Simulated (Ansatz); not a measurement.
# GaSb: the cost of one run

Program: Ansatz 0.2.0. Level of theory: DFT PBEsol, scalar-relativistic, plane waves, PAW. These are calculated values, not measurements.

The COD entry's cell or inner coordinates are ideal or old and differ from later refinements, so a difference from it is no clean test against experiment.

3 further runs of the same task are left out: 1 that didn't finish, 2 set aside as unsound or not needed.

### 1 The system as given

It takes space group F-43m (No. 216, cubic). Conventional cell: a = 6.113 Å, b = 6.113 Å, c = 6.113 Å, α = 90.00°, β = 90.00°, γ = 90.00°. Ga (site symmetry -43m) has 4 Sb at 2.65 Å as nearest neighbours. Around Sb (site symmetry -43m) lie 4 Ga at 2.65 Å.

Coordinates:

```cif
data_structure
_symmetry_space_group_name_H-M 'F-43m'
_symmetry_Int_Tables_number 216
_cell_length_a 6.1125
_cell_length_b 6.1125
_cell_length_c 6.1125
_cell_angle_alpha 90.000
_cell_angle_beta 90.000
_cell_angle_gamma 90.000
_cell_volume 228.38
loop_
_atom_site_label
_atom_site_type_symbol
_atom_site_symmetry_multiplicity
_atom_site_Wyckoff_symbol
_atom_site_fract_x
_atom_site_fract_y
_atom_site_fract_z
_atom_site_occupancy
Ga1 Ga 4 a 0.00000 0.00000 0.00000 1
Sb1 Sb 4 c 0.25000 0.25000 0.25000 1
```

It is the result of an earlier relaxation at this level (volume 28.55 Å³/atom; gap on the mesh: none (metal)).

### 2 Phonons at Γ, at rest

input.yaml

```yaml
crystal:
  lattice:
    - [0.0, 3.0562701464, 3.0562701464]
    - [3.0562701464, 0.0, 3.0562701464]
    - [3.0562701464, 3.0562701464, 0.0]
  atoms:
    - { symbol: Ga, position: [0.0, 0.0, 0.0] }
    - { symbol: Sb, position: [0.75, 0.75, 0.75] }
basis:
  ecutwfc: 420
kpoints:
  mp_grid: { grid: [12, 12, 12] }
hamiltonian:
  xc: pbesol
scf:
  occupations: { method: fermi_dirac, width: 0.15 }
output:
  eigenvalues: true
phonons:
  method: dfpt
  eigenvectors: true
```

The run is started by

```
$ ansatz run input.yaml --threads 1 --pin off --max-ram 3072MiB --backend cpu --events-out ev --progress --plain --runs-dir out
```

Q: Estimate wall time and peak memory on 1 thread of AMD EPYC 9R45 (Zen 5), shared host.

About 25 s, with a peak of 0.83 GiB.
